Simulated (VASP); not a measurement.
Set up this calculation in VASP 6.6.1, as the native input.

| Property | Result |
| --- | --- |
| Task | single point |
| Functional | PBE |
| Potentials or basis | VASP PAW PBE potentials, release 64 (Na_pv) |
| Cutoff | 900 eV |
| k mesh | 12 × 12 × 12 |
| Occupations | methfessel-paxton, width 0.05 eV |
| Spin | no spin polarisation |
| Further INCAR settings | ADDGRID = False; ALGO = Normal; EDIFF = 1e-08; NBANDS = 10 |

The structure of Na lies in POSCAR:

```
Na
1.0
   -1.8882910800      1.8882910800      2.6372766800
    1.8882910800     -1.8882910800      2.6372766800
    1.8882910800      1.8882910800     -2.6372766800
Na
1
Direct
    0.0000000000      0.0000000000      0.0000000000
```

This isn't the form of Na at room conditions, which is bcc.

One way to write it, as run:

INCAR

```
PREC = Accurate
ENCUT = 900
EDIFF = 1E-8
ISMEAR = 1
SIGMA = 0.05
LREAL = F
LASPH = T
NELM = 100
ALGO = Normal
ISIF = 2
LWAVE = F
LCHARG = F
GGA = PE
NBANDS = 10
ADDGRID = F
```

KPOINTS

```
Automatic mesh
0
Gamma
  12 12 12
```

Potentials or basis: VASP PAW PBE potentials, release 64 (Na_pv).

The run is started by

```console
$ cat potpaw_PBE.64/Na_pv/POTCAR > POTCAR
$ mpirun -np 1 vasp_std > vasp.out
```

It gave:

```json
{"Pressure": "-0.1 GPa", "Band gap on the k mesh": "none (metal or under the smearing width)"}
```

It took 64 s on 1 thread of AMD EPYC 9R45 96-Core Processor (Zen 5), on a shared host, peak memory 0.26 GiB.
